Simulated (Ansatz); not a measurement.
# Ba (dhcp type): how the settings move a single-point run

Question: which choices in the input matter for Ba (dhcp type)?

Method: reference: DFT, PBE, all-electron PAW with datasets made for the crystal, scalar-relativistic, in Ansatz 0.2.0.

## 1. The starting structure

Symmetry: P6_3/mmc, No. 194, hexagonal system. The conventional cell has a = 4.253 Å, b = 4.253 Å, c = 13.887 Å, α = 90.00°, β = 90.00°, γ = 120.00°. Ba (site symmetry -3m) has 12 Ba at 4.25 Å as nearest neighbours. Around Ba (site symmetry -6m2) lie 12 Ba at 4.25 Å.

Coordinates:

```xyz
4
Lattice="4.2535 0.0000 0.0000 -2.1267 3.6836 0.0000 0.0000 0.0000 13.8873" Properties=species:S:1:pos:R:3 pbc="T T T"
Ba    0.0000    0.0000    0.0000
Ba    0.0000    0.0000    6.9436
Ba    0.0000    2.4558    3.4718
Ba    2.1267    1.2279   10.4155
```

## 2. Reference

Contents of input.yaml:

```yaml
crystal:
  lattice:
    - [4.2534893504, 0.0, 0.0]
    - [-2.1267446752, 3.6836298322, 0.0]
    - [0.0, 0.0, 13.8872682753]
  atoms:
    - { symbol: Ba, position: [0.0, 0.0, 0.0] }
    - { symbol: Ba, position: [0.0, 0.0, 0.5] }
    - { symbol: Ba, position: [0.3333333333, 0.6666666667, 0.25] }
    - { symbol: Ba, position: [0.6666666667, 0.3333333333, 0.75] }
kpoints:
  mp_grid: { grid: [8, 8, 2] }
scf:
  occupations: { method: fermi_dirac, width: 0.08 }
hamiltonian:
  xc: pbe
  pseudopotentials: { kind: all_electron, datasets: crystal }
output:
  forces: true
  stress: true
  eigenvalues: true
```

Launch:

```
ansatz run input.yaml --threads 1 --pin off --max-ram 3072MiB --backend cpu --events-out ev --progress --plain --runs-dir out
```

## 3. Changing settings: scf.algorithm density_mixing

input.yaml, as its differences from that of step 2:

```diff
@@ -14,2 +14,3 @@
   occupations: { method: fermi_dirac, width: 0.08 }
+  algorithm: density_mixing
 hamiltonian:
```

Q: Predict the outcome of this session. Wanted: for each run, ending; energy change; pressure; gap; force.

The runs gave:

```csv
run,ending,energy change,pressure (GPa),gap (eV),force (eV/Å),cycles,time
reference,converged,0,1.6,0.00,0.00,8,14 s
1: scf.algorithm density_mixing,converged,0.0 meV/atom,1.6,0.00,0.00,8,14 s
```

Residual by cycle in the longest SCF loop of each run; runs are numbered as in the table. The quantity is the density residual dr2, in eV.

```csv
cycle,reference,run 1
1,0.111,0.111
2,0.0442,0.0442
3,0.00132,0.00132
4,5.7e-4,5.7e-4
5,3.1e-5,3.1e-5
6,2.9e-6,2.9e-6
7,1.5e-7,1.5e-7
8,1.1e-8,1.1e-8
```

Energy and cycle count are those of the reference, so the change (solver) left the result and the number of cycles as they were.
